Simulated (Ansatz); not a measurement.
## BiTe: enthalpy under pressure, worked through

All numbers below come from DFT PBEsol, scalar-relativistic, plane waves, PAW (Ansatz 0.2.0). Run with 420 eV cutoff, 12×12×12 k-mesh, Gaussian smearing of 0.10 eV, no spin polarisation.

Reference structure (relaxed):

```
CELL_PARAMETERS angstrom
0.00000 3.19715 3.19715
3.19715 0.00000 3.19715
3.19715 3.19715 0.00000
ATOMIC_POSITIONS crystal
Bi 0.00000 0.00000 0.00000
Te 0.50000 0.50000 0.50000
```

Cell and atoms were relaxed at each target pressure within the start's symmetry (Fm-3m), at zero temperature; other phases can be more stable under pressure. H = E + PV with P the target; E is the free energy at the smearing used, whose derivative the pressure is, per atom and counted from zero pressure. The mesh named is that at zero pressure; some other pressures ran on another.

A cell with an odd number of electrons and no spin polarisation is a metal by construction and may be lower with spin. Spin–orbit coupling is left out, which can shift energies with elements as heavy as these.

| P (GPa) | V (Å³/atom) | E − E0 (meV) | H − H0 (meV) |
| --- | --- | --- | --- |
| 0 | 32.681 | 0.0 | 0.0 |
| 1 | 32.108 | 1.7 | 202.2 |
| 4 | 30.666 | 23.7 | 789.3 |
| 12 | 28.005 | 151.2 | 2248.7 |
| 25 | 25.284 | 456.2 | 4401.5 |
| 50 | 22.257 | 1142.7 | 8088.6 |
| 90 | 19.476 | 2335.1 | 13275.8 |

Q: Thermodynamics gives dH/dP = V along a relaxed path. Integrate V over P by the trapezoid rule and compare with the computed enthalpies.

A: With 1 eV/Å³ = 160.22 GPa, each step adds the mean volume times ΔP / 160.22:
| P (GPa) | ∫V dP (meV) | H − H0 (meV) | difference (meV) |
| --- | --- | --- | --- |
| 1 | 202.2 | 202.2 | 0.0 |
| 4 | 789.9 | 789.3 | 0.6 |
| 12 | 2254.7 | 2248.7 | 6.0 |
| 25 | 4416.6 | 4401.5 | 15.1 |
| 50 | 8125.7 | 8088.6 | 37.2 |
| 90 | 13335.3 | 13275.8 | 59.6 |

V(P) curves upward, so the trapezoid rule runs high; integrating a smooth curve through the same points (P as a polynomial of degree 4 in ln V) puts that excess at about 68.5 meV at 90 GPa, against the 59.6 meV found. What is left comes from the shape of V(P) between points this far apart, and from the mesh, the smearing and the stress tolerance.

Q: At 90 GPa, how much of the enthalpy change is stored energy and how much is the PV term?

A: E rises by 2335 meV/atom and PV is 90 × 19.476 / 160.22 = 10941 meV/atom, so PV makes 82 % of ΔH. So between rival structures at high pressure a small difference in volume can outweigh the difference in energy: 1 % of this volume is worth 109.4 meV/atom at this pressure.

Q: What bulk modulus do the lowest pressures give?

A: From the pressures that the runs reached, -1.00 GPa (33.322 Å³) and 1.00 GPa (32.108 Å³), B = −ΔP/Δln V = 2.00 / 0.0371 = 54 GPa, a mean over that range.